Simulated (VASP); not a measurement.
A calculation with VASP 6.6.1 of Li (ASE script, structure typed inline):

File run.py:

```python
from ase import Atoms
from ase.calculators.vasp import Vasp
from ase.dft.bandgap import bandgap

atoms = Atoms(
    ['Li'],
    cell=[[-1.75465, 1.75465, 1.75465], [1.75465, -1.75465, 1.75465], [1.75465, 1.75465, -1.75465]],
    scaled_positions=[[0.0, 0.0, 0.0]],
    pbc=True,
)
calc = Vasp(
    directory='calc',
    xc='lda',
    pp='LDA',
    setups={'base': 'minimal', 'Li': '_GW'},
    prec='Accurate',
    encut=550,
    ediff=1e-06,
    ismear=0,
    sigma=0.02,
    lreal=False,
    lasph=True,
    nelm=80,
    algo='Normal',
    isif=2,
    lwave=False,
    lcharg=False,
    kpts=[11, 11, 11],
    gamma=True,
)
atoms.calc = calc

print('energy (eV):', atoms.get_potential_energy())
print('free energy (eV):', atoms.get_potential_energy(force_consistent=True))
print('forces (eV/A):')
print(atoms.get_forces())
print('stress (eV/A^3, Voigt):', atoms.get_stress())
print('Fermi level (eV):', calc.get_fermi_level())
gap, top, bottom = bandgap(calc)
print('band gap (eV):', gap, 'from (spin, k, band)', top, 'to', bottom)
```

Potentials or basis: VASP PAW LDA potentials, release 64 (Li_GW).

Run with:

```console
$ python run.py
```

**Question.** Write the same calculation in another form: native input, structure from a POSCAR.

**Answer.** As run:

INCAR

```
  PREC = Accurate
  ENCUT = 550
  EDIFF = 1E-7
  ISMEAR = 0
  SIGMA = 0.02
  LREAL = F
  LASPH = T
  NELM = 60
  ALGO = Normal
  ISIF = 2
  LWAVE = F
  LCHARG = F
  GGA = CA
  NBANDS = 6
```

KPOINTS

```
Automatic mesh
0
Gamma
  11 11 11
```

The input POSCAR:

```
Li
3.0391
   -0.577358428482      0.577358428482      0.577358428482
    0.577358428482     -0.577358428482      0.577358428482
    0.577358428482      0.577358428482     -0.577358428482
Li
1
Direct
    0.0000000000      0.0000000000      0.0000000000
```

Potentials or basis: VASP PAW LDA potentials, release 64 (Li_GW).

Run with:

```console
$ cat potpaw_LDA.64/Li_GW/POTCAR > POTCAR
$ mpirun -np 1 vasp_std > vasp.out
```

Both were run:

|  | ASE script, structure typed inline | native input, structure from a POSCAR |
| --- | --- | --- |
| Pressure | -1.6 GPa | -1.6 GPa |
| Band gap on the k mesh | none (metal or under the smearing width) | none (metal or under the smearing width) |

Keys that steer only the numerical path or the files written may differ.
